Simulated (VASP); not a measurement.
Al: single point with PBEsol

Al:

```
CELL_PARAMETERS angstrom
2.67183 0.00000 0.00000
-1.33592 2.31387 0.00000
0.00000 0.00000 4.74518
ATOMIC_POSITIONS crystal
Al 0.66667 0.33333 0.75000
Al 0.33333 0.66667 0.25000
```

The cell isn't the ideal one: strain -0.050 along x and y, -0.025 along z, atoms carried along.

```yaml
Program: VASP 6.6.1
Task: single point
Functional: PBEsol
Potentials_or_basis: VASP PAW PBE potentials, release 64 (Al)
Cutoff: 520 eV
k_mesh: 21 × 21 × 10
Occupations: gaussian, width 0.15 eV
Spin: no spin polarisation
```

```
Pressure               : 11.7 GPa
Band gap on the k mesh : none (metal or under the smearing width)
```

Stress tensor (GPa, compression positive):
```
14.71  0.00  0.00
 0.00 14.71  0.00
 0.00  0.00  5.60
```

Levels at points of the mesh, in eV from the Fermi level:
```tsv
k point	band 1	band 2	band 3	band 4	band 5	band 6
(0.00, 0.00, 0.00)	-11.95	-5.58	-5.51	11.22	12.77	12.77
(0.00, 0.00, 0.50)	-10.32	-10.32	2.11	2.11	13.57	13.57
```

Wall time 30 s on 1 thread of Intel(R) Xeon(R) Platinum 8488C (Sapphire Rapids), on a shared host, peak memory 0.18 GiB.

Caveat: the PAW data sets were made with another functional, which shifts forces and pressure a little.
